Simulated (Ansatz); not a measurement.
Runs of Ansatz 0.2.0 on PbO2. The structure is cubic, space group Fm-3m (No. 225). Conventional cell: a = 5.404 Å, b = 5.404 Å, c = 5.404 Å, α = 90.00°, β = 90.00°, γ = 90.00°. Pb (site symmetry m-3m) has 8 O at 2.34 Å as nearest neighbours. Around O (site symmetry -43m) lie 4 Pb at 2.34 Å. The cell comes from a database or a generator and needn't be the stable form of this composition.

| task | level | cutoff (eV) | points for each segment of the path | mesh quality | gap on the mesh (eV) | pressure (GPa) |
| --- | --- | --- | --- | --- | --- | --- |
| single point | r2SCAN0 | 500 | - | coarse | none | (c) |
| single point | B3LYP | 420 | - | coarse | none | -4.4 |
| single point | HF | 420 | - | not flagged | 5.80 | -26.3 |
| single point | PBE0 | 420 | - | coarse | none | -11.5 |
| band structure | HSE06 | 420 | 4 | coarse | none | -11.2 |
| single point | r2SCAN50 | 500 | - | coarse | none | (b) |
| single point | r2SCANh | 500 | - | coarse | none | -10.5 |
| single point | PBEsol0 | 420 | - | coarse | none | -15.8 |
| band structure | HSEsol | 420 | 4 | coarse | none | (a) |
| band structure | HSE03 | 420 | 4 | coarse | none | -10.6 |

Alike in all rows: potentials or basis Ansatz PAW; no spin polarisation; cell as given; k mesh 5 × 5 × 5; smearing fermi-dirac 0.05 eV.

Task: Estimate the missing entries.

Result: (a) -15.3; (b) -23.6; (c) -15.6.

Caveats: some runs use coarse meshes; the PAW data sets come from PBE, with cores solved anew for the run's functional, which leaves a small shift of forces and pressure; the thresholds are loose for stress; so large a pressure means that the cell lies far from this level's equilibrium, or that cutoff or potentials fall short (some runs); spin-orbit coupling is left out, which moves the levels of the heavy elements (some runs); odd divisions of the mesh miss points on the zone boundary, where band edges often lie, so the gap on the mesh can be too wide (some runs); spin-orbit coupling is left out, which as a rule narrows the gap of such compounds by several tenths of an eV (some runs).

A k mesh can miss the band edges, and the runs leave out spin-orbit coupling on Pb.

A gap of «none» marks a metal or a gap under the smearing width.
